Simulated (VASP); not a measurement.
**SrTiO3 in VASP 6.6.1, single-point calculation**

INCAR

```
IBRION = -1
LREAL = .FALSE.
ISIF = 2
PREC = Accurate
LWAVE = .FALSE.
METAGGA = MBJ
EDIFF = 1E-7
ENCUT = 520
LCHARG = .FALSE.
NBANDS = 28
NELM = 120
NSW = 0
ISMEAR = -1
SIGMA = 0.02
LASPH = .TRUE.
```

KPOINTS

```
KPOINTS created by Atomic Simulation Environment
0
Monkhorst-Pack
6 6 6
0 0 0
```

POSCAR

```
Sr Ti O
 1.0000000000000000
     3.9068515015636387    0.0000000000000000    0.0000000000000000
     0.0000000000000000    3.9068515015636387    0.0000000000000000
     0.0000000000000000    0.0000000000000000    3.9068515015636387
 Sr  Ti  O
   1   1   3
Cartesian
  0.0000000000000000 -0.0000000000000000  0.0000000000000000
  1.9534257507818193  1.9534257507818193  1.9534257507818193
  1.9534257507818193  1.9534257507818193 -0.0000000000000000
  1.9534257507818193  0.0000000000000000  1.9534257507818193
  0.0000000000000000  1.9534257507818193  1.9534257507818193
```

The recommended PBE PAW datasets give the neutral cell 40 valence electrons.

Command

```
mpirun -np 1 vasp_std
```

OSZICAR

```
N       E                     dE             d eps       ncg     rms          rms(c)
DAV:   1     0.687285686136E+03    0.68729E+03   -0.21265E+04   560   0.158E+03
DAV:   2     0.249983338682E+03   -0.43730E+03   -0.41869E+03   652   0.432E+02
DAV:   3     0.209141084094E+03   -0.40842E+02   -0.40569E+02   784   0.130E+02
DAV:   4     0.206877308957E+03   -0.22638E+01   -0.22561E+01   852   0.248E+01
DAV:   5     0.206826280983E+03   -0.51028E-01   -0.51013E-01   784   0.357E+00    0.296E+01
DAV:   6     0.216031320222E+03    0.92050E+01   -0.10317E+02   856   0.117E+02    0.275E+01
DAV:   7     0.213205879397E+03   -0.28254E+01   -0.47715E+01   788   0.505E+01    0.134E+01
DAV:   8     0.218443235282E+03    0.52374E+01   -0.27600E+01   788   0.370E+01    0.116E+01
DAV:   9     0.218157191369E+03   -0.28604E+00   -0.19433E+01   792   0.331E+01    0.705E+00
DAV:  10     0.220846930325E+03    0.26897E+01   -0.56992E+00   812   0.188E+01    0.550E+00
...
DAV:  52     0.221912485878E+03   -0.68974E-05   -0.22365E-11   292   0.502E-05    0.705E-05
DAV:  53     0.221912472398E+03   -0.13480E-04   -0.48021E-11   292   0.683E-05    0.469E-05
DAV:  54     0.221912462659E+03   -0.97389E-05   -0.38801E-11   292   0.534E-05    0.329E-05
DAV:  55     0.221912457809E+03   -0.48497E-05   -0.16947E-11   292   0.256E-05    0.324E-05
DAV:  56     0.221912458138E+03    0.32862E-06   -0.72229E-12   292   0.144E-05    0.321E-05
DAV:  57     0.221912445876E+03   -0.12262E-04   -0.35464E-11   292   0.635E-05    0.680E-06
DAV:  58     0.221912439911E+03   -0.59645E-05   -0.31398E-11   292   0.412E-05    0.402E-06
DAV:  59     0.221912438184E+03   -0.17265E-05   -0.33848E-12   292   0.188E-05    0.342E-06
DAV:  60     0.221912438137E+03   -0.47804E-07    0.50929E-12   292   0.902E-06
   1 F= 0.22191244E+03 E0= 0.22191244E+03  d E =-.784749E-11
```

It converged. Results: gap between bands v and c on the k mesh 3.12 eV; least direct gap on the k mesh 3.67 eV. Band v is the last that the valence electrons fill when counted band by band, and c is the next.

The shifted mesh misses Γ, so a band edge there is missed. The MBJ potential has no energy functional, so only its levels carry meaning.

For comparison, a separate PBE run of the intended cell, on usual settings and not on those above, gives a gap of 1.85 eV on its mesh and a pressure of 4.7 GPa.

The run above took about 1.7 min on one core of a shared host (Intel Xeon Platinum 8488C) and held 0.19 GiB at most.
